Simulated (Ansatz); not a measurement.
Runs of Ansatz 0.2.0 on SnTe. It takes space group Pm-3m (No. 221, cubic). Conventional cell: a = 3.905 Å, b = 3.905 Å, c = 3.905 Å, α = 90.00°, β = 90.00°, γ = 90.00°. Around Te (site symmetry m-3m) lie 8 Sn at 3.38 Å. Sn (site symmetry m-3m) has 8 Te at 3.38 Å as nearest neighbours. Measurements of this composition are mostly on another form, of space group No. 225.

```csv
task,level,potentials or basis,spin,k mesh,smearing,gap on the mesh (eV),pressure (GPa)
band structure,PBEsol+D3(BJ),"all-electron LAPW, scalar-relativistic",off,7 × 7 × 7,gaussian 0.1 eV,-,(a)
atomic charges,BLYP+D3(BJ),"all-electron LAPW, relativistic spinors","SOC, no magnetisation",5 × 5 × 5,gaussian 0.05 eV,none,-0.5
single point,RPBE,"all-electron LAPW, scalar-relativistic",off,7 × 7 × 7,gaussian 0.05 eV,none,0.3
single point,LDA,"all-electron LAPW, scalar-relativistic",off,7 × 7 × 7,gaussian 0.1 eV,none,-4.8
```

Alike in all rows: cell as given; cutoff (eV) 152; basis error allowed 0.001 eV/atom.

Problem. Estimate the missing entries.

Solution. (a) -6.0.

Caveats: pairwise dispersion overbinds metals, which lowers pressure and volume (some runs); spin-orbit coupling is left out, which moves the levels of the heavy elements (some runs); the k mesh is thin for a metal, which can move the energy by tens of meV per atom (some runs).

A k mesh can miss the band edges, and rows without SOC leave out spin-orbit coupling on Sn, Te.

A gap of «none» marks a metal or a gap under the smearing width.

Runs at the PBE level aren't shown here.
